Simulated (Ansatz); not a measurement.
InSe:

```
In Se
1.0
     5.82639   -2.05465    0.00000
     5.82639    2.05465    0.00000
    -1.72323    0.00000    4.77135
In Se
2 2
Direct
  0.88820 0.88820 0.04684
  0.11180 0.11180 0.95316
  0.66093 0.66093 0.66896
  0.33907 0.33907 0.33104
```

The cell comes from a database or a generator and needn't be the stable form of this composition.

Base run:

* Program: Ansatz 0.2.0
* Functional: LDA
* Potentials or basis: Ansatz PAW
* Cutoff: 420 eV (not typed: the program's choice for these potentials)
* k mesh: 7 × 7 × 6
* Occupations: fermi-dirac, width 0.05 eV
* Spin: no spin polarisation

Its results: band gap on the k mesh 1.00 eV, indirect (least direct gap 1.06 eV); pressure -2.8 GPa; largest force 0.090 eV/Å.

Task: The run is repeated on the same cell with these changes: functional from LDA to PBEsol; spin from no spin polarisation to spin-orbit coupling, no magnetisation; potential files from those of the base run to others of the same set. What comes out?

Result: Band gap on the k mesh 1.05 eV, indirect (least direct gap 1.13 eV); pressure -1.2 GPa; largest force 0.060 eV/Å.

Several settings changed at once, so the effect can't be laid on one alone.

Caveats: the PAW data sets come from PBE, with cores solved anew for the run's functional, which leaves a small shift of forces and pressure; spin-orbit coupling is left out, which moves the levels of the heavy elements (some runs).
